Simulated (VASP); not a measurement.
Write the native input for VASP 6.6.1 that does the following.

- Task: single point
- Functional: HSE06
- Potentials or basis: VASP PAW PBE potentials, release 64 (Be, S)
- Cutoff: 520 eV
- k mesh: 6 × 6 × 6
- Occupations: gaussian, width 0.02 eV
- Spin: no spin polarisation
- Grid for exact exchange (PRECFOCK): Fast
- Screening parameter: 0.2 1/A
- Further INCAR settings: ALGO = Normal; EDIFF = 1e-07; NBANDS = 11

BeS:

```
CELL_PARAMETERS angstrom
0.00000 2.42051 2.42051
2.42051 0.00000 2.42051
2.42051 2.42051 0.00000
ATOMIC_POSITIONS crystal
Be 0.00000 0.00000 0.00000
S 0.25000 0.25000 0.25000
```

The cell is a database's computed one.

One way to write it, as run:

POSCAR

```
BeS
1.0
    0.0000000000      2.4205100000      2.4205100000
    2.4205100000      0.0000000000      2.4205100000
    2.4205100000      2.4205100000      0.0000000000
Be S
1 1
Direct
    0.0000000000      0.0000000000      0.0000000000
    0.2500000000      0.2500000000      0.2500000000
```

INCAR.step1

```
SYSTEM = BeS
  ALGO = Normal
  EDIFF = 1E-5
  ENCUT = 520
  GGA = PE
  ISIF = 2
  ISMEAR = 0
  LASPH = .TRUE.
  LREAL = .FALSE.
  LWAVE = .TRUE.
  NBANDS = 11
  NELM = 80
  PREC = Accurate
  SIGMA = 0.02
```

INCAR.step2

```
SYSTEM = BeS
  ALGO = Normal
  EDIFF = 1E-7
  ENCUT = 520
  GGA = PE
  HFSCREEN = 0.2
  ISIF = 2
  ISMEAR = 0
  ISTART = 1
  LASPH = .TRUE.
  LCHARG = .TRUE.
  LELF = .TRUE.
  LHFCALC = .TRUE.
  LREAL = .FALSE.
  LVHAR = .TRUE.
  LWAVE = .FALSE.
  NBANDS = 11
  NELM = 80
  PREC = Accurate
  PRECFOCK = Fast
  SIGMA = 0.02
```

KPOINTS

```
k-points
0
G
  6 6 6
  0 0 0
```

Potentials or basis: VASP PAW PBE potentials, release 64 (Be, S).

Command:

```sh
$ cat potpaw_PBE.64/Be/POTCAR potpaw_PBE.64/S/POTCAR > POTCAR
$ cp INCAR.step1 INCAR
$ mpirun -np 1 vasp_std > vasp.out
$ cp INCAR.step2 INCAR
$ mpirun -np 1 vasp_std > vasp.out
```

Results of the run:

```
Pressure               : 0.6 GPa
Band gap on the k mesh : 4.06 eV, indirect (least direct gap 6.88 eV)
```

Caveat: the PAW data sets were made with another functional, which shifts forces and pressure a little.

It took 4.5 min on 1 thread of AMD EPYC 7R13 Processor (Zen 3) (shared host), peak memory 0.23 GiB.
